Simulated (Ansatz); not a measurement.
# InSe (C2/m) in Ansatz: a series of runs

One crystal, InSe, is run at these levels: PBE; tasks: relaxation of the atoms.

Program: Ansatz 0.2.0. These are calculated values, not measurements. Logs are shortened: lines on timing, memory, paths and dates and some standing lists are left out, and cuts for length are marked.

## Step 1: The undisturbed crystal

The structure is monoclinic, space group C2/m (No. 12). The conventional cell has a = 11.653 Å, b = 4.109 Å, c = 5.073 Å, α = 90.00°, β = 109.86°, γ = 90.00°. Around In (site symmetry m) lie 3 Se at 2.68 to 2.69 Å and 1 In at 2.80 Å. Se (site symmetry m) has 3 In at 2.68 to 2.69 Å as nearest neighbours.

The cell comes from a database or a generator and needn't be the stable form of this composition.

## Step 2: Relaxation of the atoms, PBE (strained by -4 %)

File input.yaml:

```yaml
crystal:
  lattice:
    - [5.8263928781, -2.054648955, 0.0]
    - [5.8263928781, 2.054648955, 0.0]
    - [-1.723233014, 0.0, 4.5804939434]
  atoms:
    - { symbol: In, position: [0.88820325, 0.88820325, 0.04684136] }
    - { symbol: In, position: [0.11179675, 0.11179675, 0.95315864] }
    - { symbol: Se, position: [0.66092759, 0.66092759, 0.66895562] }
    - { symbol: Se, position: [0.33907241, 0.33907241, 0.33104438] }
hamiltonian:
  xc: pbe
  pseudopotentials: { kind: paw }
kpoints:
  mp_grid: { grid: [5, 5, 5] }
scf:
  occupations: { method: fermi_dirac, width: 0.05 }
output:
  forces: true
  stress: true
  eigenvalues: true
relax:
  f_tol: 0.01
  max_steps: 40
```

Potentials or basis: Ansatz PAW.

Command:

```bash
$ ansatz run input.yaml --threads 2 --pin off --max-ram 5632MiB --backend cpu --events-out ev --progress --plain --runs-dir out
```

The log of the run:

```text
Warning: output.stress: scf.convergence.dr2_threshold = 1e-7 eV (the SCF's general default) is looser than the 4e-10 eV advised for a printed stress (1e-10 eV for each atom of the cell: 4). What an SCF threshold leaves in a stress goes as its square root, and in the free energy as the threshold itself, and one threshold admits the most on a small cell: of the crystals measured, under no hybrid functional and no lock of the moments, on runs that ended without the residual-converged pass, on stresses that held no estimate of that error, the worst erred by over 100 MPa in a component at 1e-7 eV an atom and by under 5 at 1e-10. Every solve of this run answers to scf.convergence.dr2_threshold, and the tensor of one is reported: a single SCF on the reported geometry and on this run's grids (its basis.xc_grid and basis.ecutrho_ratio typed), with scf.convergence.dr2_threshold at 4e-10 eV or tighter, prints it and tightens no other solve. Else set scf.convergence.dr2_threshold to 4e-10 eV or tighter. The threshold is an SCF's pass mark: one that does not reach it within its budget of iterations ends unconverged, or closes short of it on a stop that the run arms, and scf.convergence.dr2_threshold's page says what that costs each kind of run
Warning: RAYON_NUM_THREADS=2 ignored (pool sized by the plan → 2); use --threads N
Engine: ansatz 0.2.0, aarch64-unknown-linux-gnu
Pseudopotentials: kind: paw
Pseudopotential: In, paw, valence charge 13, recommended cutoff 420 eV (normal), In.paw.azcp
Pseudopotential: Se, paw, valence charge 16, recommended cutoff 420 eV (normal), Se.paw.azcp
Functional definition: PBE
  parameter kappa = 0.804
  parameter beta = 0.06672455060314922
  exchange = pbe_x(kappa = kappa, mu = beta*pi^2/3)
  correlation = pbe_c(beta = beta)
Crystal: 4 atoms, lattice volume = 109.668 Å³
Basis set: ecut = 420 eV, 2145 PW (Γ), exchange–correlation on 90×90×72 points (8 copies of the dense FFT grid, shifted against one another)
Bands: 35, of which v1, the nominal top of the filled ones, is band 29 counted from 1 (28 counted from 0)
Symmetry: 4 space group operations
Space group: C2/m (ITA 12), of the structure as read, at distance tolerance 4.8e-5 Å
k-points: 39 of 125
Non-local potential: In, projectors of the file, l = 0: 2, l = 1: 2, l = 2: 2, l = 3: 2
Non-local potential: Se, projectors of the file, l = 0: 2, l = 1: 2, l = 2: 3, l = 3: 1
PAW form: soft (Blöchl's): semilocal exchange-correlation on the pseudo side does not see the compensation charge
PAW one-centre angular grid: In, 590 points (default); XC on 64 Gauss nodes
PAW one-centre angular grid: Se, 590 points (default); XC on 64 Gauss nodes
Initial density: superposition of atomic densities (neutral atoms: chi_scale 0, normalization atom), corrected by the library's trained network
Initial wavefunctions: pseudopotential atomic-orbital guess
Functional: x = pbe(κ = 0.804, μ = 0.2195149727645171), c = pbe(β = 0.06672455060314922)
SCF iter   1: F=—  HF=-22135.707258 eV  |F-HF|=—  |Δ(HF+E_count)|=         —  Δρ=1.41e-3  dr2=2.78e-3  ethr=1.77e-3  ⟨swp⟩=7.1  Hψ=5649  notcnv=0
preconditioner: auto → Resta (q_TF=auto, 2.453 Å⁻¹)  ε∞=3.4  [insulator: Δε(μ)=1.320 eV  Ē_g=14.051 eV  σ=0.050 eV  W_gap=1.00  n_scr=32 (ndim 8)  ℏωp=21.9 eV  f_vac=0.033  D(μ)=0.00/eV (n_scr^D=0)  ε∞_Penn≈3.4]
SCF iter   2: F=—  HF=-22135.704797 eV  |F-HF|=—  |Δ(HF+E_count)|=   2.46e-3  Δρ=7.88e-4  dr2=5.35e-4  ethr=4.80e-6  ⟨swp⟩=2.2  Hψ=2583  notcnv=0
SCF iter   3: F=—  HF=-22135.704976 eV  |F-HF|=—  |Δ(HF+E_count)|=   1.78e-4  Δρ=3.40e-4  dr2=1.18e-4  ethr=9.22e-7  ⟨swp⟩=3.0  Hψ=2421  notcnv=0
SCF iter   4: F=—  HF=-22135.705079 eV  |F-HF|=—  |Δ(HF+E_count)|=   1.04e-4  Δρ=8.36e-5  dr2=1.22e-5  ethr=2.04e-7  ⟨swp⟩=2.9  Hψ=2419  notcnv=0
SCF iter   5: F=—  HF=-22135.705087 eV  |F-HF|=—  |Δ(HF+E_count)|=   7.41e-6  Δρ=4.27e-5  dr2=2.58e-6  ethr=2.10e-8  ⟨swp⟩=2.0  Hψ=2445  notcnv=0
SCF iter   6: F=-22135.705088 eV  HF=-22135.705088 eV  |F-HF|=1.40e-7  |Δ(HF+E_count)|=   1.77e-6  Δρ=1.04e-5  dr2=1.66e-7  ethr=4.31e-9  ⟨swp⟩=7.9  Hψ=6221  notcnv=0
SCF 1 converged in 6 iterations: F = -22135.705088 eV  dr2 = 1.66e-7
relax step   1: F+E_penalty+E_count = -22135.70508849 eV  Δ(F+E_penalty+E_count) = +0.000e0 eV  max|allowed force component| = 6.945e-1 eV/Å  Δτ_max = 0.0000 Å  (6 SCF iters, dr2 threshold 2.50e-6 eV, accepted)
Initial density: handed on by an earlier stage of this run
Initial wavefunctions: those handed on with the density
iter 1 solved again at ethr=2.11e-4 eV; its pass at ethr=3.10e-3 eV (dr2=1.22e-1 eV) is discarded
SCF iter   1: F=—  HF=-22135.732924 eV  |F-HF|=—  |Δ(HF+E_count)|=         —  Δρ=1.22e-2  dr2=1.23e-1  ethr=2.11e-4  ⟨swp⟩=1.2  Hψ=5518  notcnv=0  defer=31
preconditioner: auto → Resta (q_TF=auto, 2.453 Å⁻¹)  ε∞=3.5  [insulator: Δε(μ)=0.973 eV  Ē_g=13.742 eV  σ=0.050 eV  W_gap=1.00  n_scr=32 (ndim 8)  ℏωp=21.9 eV  f_vac=0.018  D(μ)=0.00/eV (n_scr^D=0)  ε∞_Penn≈3.5]
SCF iter   2: F=—  HF=-22135.692425 eV  |F-HF|=—  |Δ(HF+E_count)|=   4.05e-2  Δρ=5.45e-3  dr2=2.30e-2  ethr=2.11e-4  ⟨swp⟩=2.0  Hψ=1731  notcnv=0  defer=31
SCF iter   3: F=—  HF=-22135.686247 eV  |F-HF|=—  |Δ(HF+E_count)|=   6.18e-3  Δρ=1.00e-3  dr2=1.28e-3  ethr=3.97e-5  ⟨swp⟩=2.0  Hψ=2642  notcnv=0  defer=31
SCF iter   4: F=—  HF=-22135.686507 eV  |F-HF|=—  |Δ(HF+E_count)|=   2.60e-4  Δρ=3.81e-4  dr2=2.07e-4  ethr=2.21e-6  ⟨swp⟩=2.0  Hψ=2528  notcnv=0  defer=32
SCF iter   5: F=-22135.686486 eV  HF=-22135.686479 eV  |F-HF|=6.47e-6  |Δ(HF+E_count)|=   2.75e-5  Δρ=9.84e-5  dr2=1.01e-5  ethr=5.20e-8  ⟨swp⟩=7.9  Hψ=7431  notcnv=0
SCF 2 converged in 5 iterations: F = -22135.686486 eV  dr2 = 1.01e-5
relax step   2: F+E_penalty+E_count = -22135.68648577 eV  Δ(F+E_penalty+E_count) = +1.860e-2 eV  max|allowed force component| = 7.280e-1 eV/Å  Δτ_max = 0.1948 Å  (5 SCF iters, dr2 threshold 3.01e-5 eV, rejected (line search))
SCF iter   1: F=—  HF=-22135.777053 eV  |F-HF|=—  |Δ(HF+E_count)|=         —  Δρ=6.65e-3  dr2=3.72e-2  ethr=6.15e-4  ⟨swp⟩=3.9  Hψ=3123  notcnv=0  defer=46
preconditioner: auto → Resta (q_TF=auto, 2.453 Å⁻¹)  ε∞=3.5  [insulator: Δε(μ)=1.258 eV  Ē_g=13.890 eV  σ=0.050 eV  W_gap=1.00  n_scr=32 (ndim 8)  ℏωp=21.9 eV  f_vac=0.019  D(μ)=0.00/eV (n_scr^D=0)  ε∞_Penn≈3.5]
SCF iter   2: F=—  HF=-22135.766069 eV  |F-HF|=—  |Δ(HF+E_count)|=   1.10e-2  Δρ=2.96e-3  dr2=6.71e-3  ethr=6.41e-5  ⟨swp⟩=2.2  Hψ=2137  notcnv=0  defer=51
SCF iter   3: F=—  HF=-22135.764414 eV  |F-HF|=—  |Δ(HF+E_count)|=   1.65e-3  Δρ=5.43e-4  dr2=3.33e-4  ethr=1.16e-5  ⟨swp⟩=2.0  Hψ=2471  notcnv=0  defer=51
SCF iter   4: F=—  HF=-22135.764518 eV  |F-HF|=—  |Δ(HF+E_count)|=   1.04e-4  Δρ=1.93e-4  dr2=4.92e-5  ethr=5.74e-7  ⟨swp⟩=2.0  Hψ=2445  notcnv=0  defer=51
SCF iter   5: F=—  HF=-22135.764543 eV  |F-HF|=—  |Δ(HF+E_count)|=   2.51e-5  Δρ=5.84e-5  dr2=3.77e-6  ethr=8.49e-8  ⟨swp⟩=2.0  Hψ=2445  notcnv=0  defer=51
SCF iter   6: F=—  HF=-22135.764543 eV  |F-HF|=—  |Δ(HF+E_count)|=   3.50e-7  Δρ=2.01e-5  dr2=4.68e-7  ethr=6.51e-9  ⟨swp⟩=2.0  Hψ=2445  notcnv=0  defer=51
SCF iter   7: F=-22135.764544 eV  HF=-22135.764544 eV  |F-HF|=2.05e-8  |Δ(HF+E_count)|=   5.85e-7  Δρ=5.85e-6  dr2=4.13e-8  ethr=1.72e-10  ⟨swp⟩=10.5  Hψ=6087  notcnv=0
SCF 3 converged in 7 iterations: F = -22135.764544 eV  dr2 = 4.13e-8
relax step   3: F+E_penalty+E_count = -22135.76454368 eV  Δ(F+E_penalty+E_count) = -5.946e-2 eV  max|allowed force component| = 3.944e-2 eV/Å  Δτ_max = 0.0903 Å  (7 SCF iters, accepted)
SCF iter   1: F=—  HF=-22135.764712 eV  |F-HF|=—  |Δ(HF+E_count)|=         —  Δρ=4.34e-4  dr2=1.39e-4  ethr=2.39e-6  ⟨swp⟩=2.5  Hψ=2935  notcnv=0  defer=51
preconditioner: auto → Resta (q_TF=auto, 2.453 Å⁻¹)  ε∞=3.5  [insulator: Δε(μ)=1.229 eV  Ē_g=13.901 eV  σ=0.050 eV  W_gap=1.00  n_scr=32 (ndim 8)  ℏωp=21.9 eV  f_vac=0.022  D(μ)=0.00/eV (n_scr^D=0)  ε∞_Penn≈3.5]
SCF iter   2: F=—  HF=-22135.764663 eV  |F-HF|=—  |Δ(HF+E_count)|=   4.88e-5  Δρ=1.68e-4  dr2=1.72e-5  ethr=2.40e-7  ⟨swp⟩=2.0  Hψ=2274  notcnv=0  defer=51
SCF iter   3: F=—  HF=-22135.764688 eV  |F-HF|=—  |Δ(HF+E_count)|=   2.50e-5  Δρ=3.51e-5  dr2=1.07e-6  ethr=2.96e-8  ⟨swp⟩=2.0  Hψ=2055  notcnv=0  defer=51
SCF iter   4: F=-22135.764689 eV  HF=-22135.764689 eV  |F-HF|=3.88e-8  |Δ(HF+E_count)|=   5.42e-7  Δρ=6.27e-6  dr2=5.78e-8  ethr=1.72e-10  ⟨swp⟩=10.0  Hψ=6198  notcnv=0
SCF 4 converged in 4 iterations: F = -22135.764689 eV  dr2 = 5.78e-8
relax step   4: F+E_penalty+E_count = -22135.76468886 eV  Δ(F+E_penalty+E_count) = -1.452e-4 eV  max|allowed force component| = 2.676e-2 eV/Å  Δτ_max = 0.0048 Å  (4 SCF iters, accepted)
SCF iter   1: F=—  HF=-22135.764729 eV  |F-HF|=—  |Δ(HF+E_count)|=         —  Δρ=2.36e-4  dr2=5.84e-5  ethr=5.69e-7  ⟨swp⟩=2.5  Hψ=2935  notcnv=0  defer=51
preconditioner: auto → Resta (q_TF=auto, 2.453 Å⁻¹)  ε∞=3.5  [insulator: Δε(μ)=1.235 eV  Ē_g=13.900 eV  σ=0.050 eV  W_gap=1.00  n_scr=32 (ndim 8)  ℏωp=21.9 eV  f_vac=0.022  D(μ)=0.00/eV (n_scr^D=0)  ε∞_Penn≈3.5]
SCF iter   2: F=—  HF=-22135.764738 eV  |F-HF|=—  |Δ(HF+E_count)|=   9.18e-6  Δρ=8.32e-5  dr2=4.90e-6  ethr=1.01e-7  ⟨swp⟩=2.0  Hψ=2376  notcnv=0  defer=51
SCF iter   3: F=—  HF=-22135.764737 eV  |F-HF|=—  |Δ(HF+E_count)|=   1.13e-6  Δρ=2.15e-5  dr2=3.65e-7  ethr=8.45e-9  ⟨swp⟩=2.0  Hψ=2055  notcnv=0  defer=51
SCF iter   4: F=-22135.764737 eV  HF=-22135.764737 eV  |F-HF|=5.77e-9  |Δ(HF+E_count)|=   1.08e-7  Δρ=3.32e-6  dr2=1.10e-8  ethr=1.72e-10  ⟨swp⟩=9.0  Hψ=5964  notcnv=0
SCF 5 converged in 4 iterations: F = -22135.764737 eV  dr2 = 1.10e-8
relax step   5: F+E_penalty+E_count = -22135.76473730 eV  Δ(F+E_penalty+E_count) = -4.844e-5 eV  max|allowed force component| = 4.825e-3 eV/Å  Δτ_max = 0.0026 Å  (4 SCF iters, accepted)
SCF converged after 4 iterations
Free energy (F): -22135.764737 eV
Harris-Foulkes:  -22135.764737 eV  (|F-HF|=5.77e-9)
Internal energy: -22135.764737 eV  (E = F + TS)
E sigma→0 (E₀):  -22135.764737 eV
Entropy (-TS):   -0.000000 eV (-0.000 meV/atom)
Fermi energy:    8.269661 eV
--- Per-component energies (eV) ---
  E_band       = -863.977749
  E_kinetic    = 721.920499
  E_local      = -7525.656300  (includes V_loc(G=0)·N_el)
  E_nonlocal   = -456.972980
  E_hartree    = 3479.924855
  E_xc         = -638.769282
  E_vxc        = -394.548903  (∫ρ·V_xc dr)
  E_paw        = -12132.311900  (= ΣΔE_a)
  E_vpaw       = -168.564771  (= ΣTr[D̂ρ^β])
  E_aug_tail   = -0.001139  (compensation charges beyond the density's cutoff)
  E_ewald      = -5583.898489
  E_smearing   = -0.000000  (= −TS)
  E_closure    = -0.000000  (closes the sum)
  Σ components = -22135.764737   (vs F -22135.764737, Δ=0.00e0)
--- Forces (eV/Å), atoms counted from 1 ---
  atom   1  In    -0.00438026     0.00000000     0.00183195
  atom   2  In     0.00438026    -0.00000000    -0.00183195
  atom   3  Se    -0.00482517     0.00000000     0.00026943
  atom   4  Se     0.00482517    -0.00000000    -0.00026943
  max |Σ_I F_I| component: 0.00e0 eV/Å
--- Stress (GPa, compression-positive) ---
        1.910250      -0.000000       0.232188
       -0.000000       1.434754       0.000000
        0.232186       0.000000       1.155387
  P = ⅓ Tr σ = 1.5001 GPa (15.001 kbar)
--- Band table (eV; the first three rows and the last of 39) ---
  k-point 0: bands = ["-39.3177", "-39.3171", "-39.3168", "-39.3165", "-39.2976", "-39.2973", "-39.2947", "-39.2944", "-39.2868", "-39.2868", "-6.7828", "-6.6878", "-6.4920", "-6.4635", "-6.4279", "-6.4213", "-6.3810", "-6.3320", "-6.3012", "-6.1505", "-5.5125", "-3.7455", "3.1212", "3.7846", "4.1737", "5.3383", "5.7157", "6.1105", "6.5372", "10.4976", "11.0605", "11.4651", "12.6639", "13.1007", "13.1410"]
  k-point 1: bands = ["-39.3177", "-39.3171", "-39.3168", "-39.3165", "-39.2976", "-39.2973", "-39.2947", "-39.2944", "-39.2868", "-39.2868", "-6.7878", "-6.6861", "-6.4933", "-6.4605", "-6.4278", "-6.4250", "-6.3796", "-6.3317", "-6.3008", "-6.1550", "-5.3523", "-3.9159", "2.5985", "3.4726", "4.4182", "5.7971", "5.9244", "6.5938", "6.8437", "9.8402", "10.0382", "12.0403", "12.0763", "13.1884", "14.1104"]
  k-point 2: bands = ["-39.3177", "-39.3171", "-39.3168", "-39.3165", "-39.2976", "-39.2974", "-39.2947", "-39.2945", "-39.2868", "-39.2868", "-6.7944", "-6.6840", "-6.4953", "-6.4548", "-6.4305", "-6.4266", "-6.3778", "-6.3311", "-6.3005", "-6.1624", "-4.9468", "-4.3393", "2.0195", "3.0297", "5.3653", "5.9711", "6.5295", "6.6378", "7.3126", "8.9381", "9.7020", "11.5789", "11.6279", "13.9754", "14.1587"]
  k-point 38: bands = ["-39.3178", "-39.3169", "-39.3169", "-39.3164", "-39.2975", "-39.2974", "-39.2946", "-39.2945", "-39.2869", "-39.2867", "-6.7738", "-6.6518", "-6.5813", "-6.5223", "-6.4937", "-6.4061", "-6.3948", "-6.3260", "-6.2665", "-6.1378", "-4.7905", "-4.0175", "1.8765", "2.9327", "4.2761", "4.9630", "6.4541", "6.9674", "7.3198", "9.5527", "11.1422", "11.7107", "12.3171", "13.4892", "13.6291"]
--- Relaxed structure (5 steps of the walk, 4 accepted, 0 SCFs on fresh bases) ---
  F+E_penalty+E_count = -22135.76473730 eV   max|allowed force component| = 4.825e-3 eV/Å
  atoms:
    - { symbol: In, position: [0.8879883696709696, 0.8879883696709696, 0.04645854019472488] }
    - { symbol: In, position: [0.11201163032903011, 0.11201163032903011, 0.9535414598052747] }
    - { symbol: Se, position: [0.6584444105263413, 0.6584444105263413, 0.6496639491027815] }
    - { symbol: Se, position: [0.34155558947365866, 0.34155558947365866, 0.3503360508972184] }
```

Wall time 21 s (2 threads of Arm Neoverse V1, shared host); peak memory 0.49 GiB.

What came out:

| Item | Value |
| --- | --- |
| Free energy | -22135.7647 eV |
| Energy gained by relaxing | 14.9 meV/atom |
| Ionic steps | 4 |
| Pressure after relaxing | 1.5 GPa |
| Largest force after relaxing | 0.005 eV/Å |
| Band gap on the k mesh | 1.24 eV, indirect (least direct gap 1.26 eV) |

Forces on the atoms (eV/Å):
```
In  -0.004  0.000  0.002
In   0.004  0.000 -0.002
Se  -0.005  0.000  0.000
Se   0.005  0.000  0.000
```

Step by step:
| step | energy change (eV) | largest force (eV/Å) |
| --- | --- | --- |
| 1 | 0.0000 | 0.6976 |
| 2 | -0.0595 | 0.0396 |
| 3 | -0.0596 | 0.0268 |
| 4 | -0.0596 | 0.0048 |

Final structure:
```
In Se
1.0
     5.82639   -2.05465    0.00000
     5.82639    2.05465    0.00000
    -1.72323    0.00000    4.58049
In Se
2 2
Direct
  0.88799 0.88799 0.04646
  0.11201 0.11201 0.95354
  0.65844 0.65844 0.64966
  0.34156 0.34156 0.35034
```

Levels at points of the mesh, in eV from the valence-band top:
```tsv
k point	band 26	band 27	band 28	band 29	band 30	band 31	band 32	band 33
(0.00, 0.00, 0.00)	-2.33	-1.95	-1.56	-1.13	2.83	3.39	3.79	4.99
```

Caveat: odd divisions of the mesh miss points on the zone boundary, where band edges often lie, so the gap on the mesh can be too wide; spin-orbit coupling is left out, which moves the levels of the heavy elements; the thresholds are loose for stress. A k mesh can miss the band edges.

## Step 3: Relaxation of the atoms, PBE (strained by -2 %)

input.yaml: that of step 2 with these lines changed.

```diff
@@ -4,3 +4,3 @@
     - [5.8263928781, 2.054648955, 0.0]
-    - [-1.723233014, 0.0, 4.5804939434]
+    - [-1.723233014, 0.0, 4.6759209005]
   atoms:
```

Potentials or basis: Ansatz PAW.

Command:

```bash
$ ansatz run input.yaml --threads 2 --pin off --max-ram 5632MiB --backend cpu --events-out ev --progress --plain --runs-dir out
```

Wall time 21 s (2 threads of Arm Neoverse V1, shared host); peak memory 0.49 GiB.

Results (log left out):

| Property | Result |
| --- | --- |
| Free energy | -22135.7788 eV |
| Energy gained by relaxing | 6.9 meV/atom |
| Ionic steps | 4 |
| Pressure after relaxing | 1.1 GPa |
| Band gap on the k mesh | 1.22 eV, direct |

Forces in eV/Å, atoms in the order of the input:
```
In  -0.002  0.000  0.001
In   0.002  0.000 -0.001
Se  -0.002  0.000  0.000
Se   0.002  0.000  0.000
```

Stress tensor (GPa, compression positive):
```
1.38 0.00 0.11
0.00 1.18 0.00
0.11 0.00 0.82
```

The path:
```tsv
step	energy change (eV)	largest force (eV/Å)
1	0.0000	0.4617
2	-0.0272	0.0452
3	-0.0274	0.0131
4	-0.0274	0.0025
```

Final structure:
```xyz
4
Lattice="5.8264 -2.0546 0.0000 5.8264 2.0546 0.0000 -1.7232 0.0000 4.6759" Properties=species:S:1:pos:R:3 pbc="T T T"
In   10.2656    0.0000    0.2233
In   -0.3360    0.0000    4.4526
Se    6.5578    0.0000    3.0654
Se    3.3718    0.0000    1.6106
```

Levels at points of the mesh, in eV from the valence-band top:
```csv
k point,band 26,band 27,band 28,band 29,band 30,band 31,band 32,band 33
"(0.00, 0.00, 0.00)",-2.30,-1.94,-1.51,-1.11,2.76,3.26,3.72,4.93
```

Caveat: odd divisions of the mesh miss points on the zone boundary, where band edges often lie, so the gap on the mesh can be too wide; spin-orbit coupling is left out, which moves the levels of the heavy elements; the thresholds are loose for stress.
